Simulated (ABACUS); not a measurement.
# LiF (Griceite): equation of state with HCTH407

Crystal: LiF (Griceite).

```
F Li
1.0
     0.00000    2.01400    2.01400
     2.01400    0.00000    2.01400
     2.01400    2.01400    0.00000
F Li
1 1
Direct
  0.50000 0.50000 0.50000
  0.00000 0.00000 0.00000
```

* Program: ABACUS 3.10.1
* Task: equation of state
* Functional: HCTH407
* Potentials or basis: GBRV ultrasoft 1.5 PBE
* Cutoff: 544 eV
* Density cutoff: 4354 eV
* Basis: plane waves
* k mesh: 9 × 9 × 9
* Occupations: fermi-dirac, width 0.05 eV
* Spin: no spin polarisation
* Radial cutoff of the potentials (pseudo_rcut): 10 bohr
* SCF threshold on the density: 1e-08
* Max SCF steps: 100
* Eigensolver: dav
* Mixing: broyden
* Mixing share: 0.7
* Symmetry key: 1
* Bands: 9

```json
{
 "Equilibrium volume": "9.22 Å³/atom (rough: see the caveat)",
 "Bulk modulus": "47 GPa (rough)"
}
```

Energy against volume, from the lowest point:
```tsv
volume (Å³/atom)	energy (meV/atom)
7.679	49.30
8.006	25.68
8.333	9.76
8.659	0.00
```

All runs of the series together: 14 s on 4 threads of Intel(R) Xeon(R) Platinum 8259CL CPU @ 2.50GHz (Skylake/Cascade Lake) (shared host).

Caveat: the minimum lies outside the volumes run; the potentials were made for another functional, which shifts forces and pressure.
